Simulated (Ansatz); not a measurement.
# Compressing HfH2: a fit and a missing row

HfH2, I4/mmm, a = 3.464 Å, c = 4.238 Å. The structure is a COD entry; whether it is the stable form wasn't checked. Ansatz: PBEsol, PAW, 420 eV, Γ-centred 16×16×16 mesh on 3 atoms, Gaussian smearing 0.10 eV; no spin polarisation. Shape and atoms are relaxed at each volume; pressure is positive in compression.

| V (Å³/atom) | P (GPa) |
| --- | --- |
| 7.459 | ? |
| 7.713 | 17.00 |
| 7.968 | 10.51 |
| 8.222 | 4.88 |
| 8.476 | -0.02 |
| 8.730 | -4.28 |
| 8.985 | -7.99 |
| 9.324 | -12.19 |

Problem. Take V0 = 8.476 Å³/atom, count pressures from its P0 = -0.02 GPa, fit the third-order Birch–Murnaghan form to the other rows, and predict the missing pressure.

Solution. With the Eulerian strain f = ½[(V0/V)^(2/3) − 1] and y = (P − P0)/[3f(1 + 2f)^(5/2)], the form is the line y = B0 + 1.5 B0 (B0′ − 4) f. Rows (f, y): 0.03245, 149.4; 0.02103, 150.6; 0.01025, 151.5; -0.00975, 153.0; -0.01907, 153.5; -0.03080, 154.4. Means f = 0.0006850, y = 152.07; Σ(Δf)² = 0.003005, ΣΔfΔy = -0.2315; the slope is their ratio. y = 152.1 − 77.04 f GPa, so B0 = 152.1 GPa and B0′ = 4 + 2 × (-77.04)/(3 × 152.1) = 3.66. At V = 7.459, f = 0.04447, y = 148.67 and P = 24.52 GPa. The run gave 24.54 GPa, so the fit is 0.02 GPa too low, within twice the rms miss on the fitted rows (0.01 GPa).

Spin–orbit coupling is left out, which can shift energies with elements as heavy as these.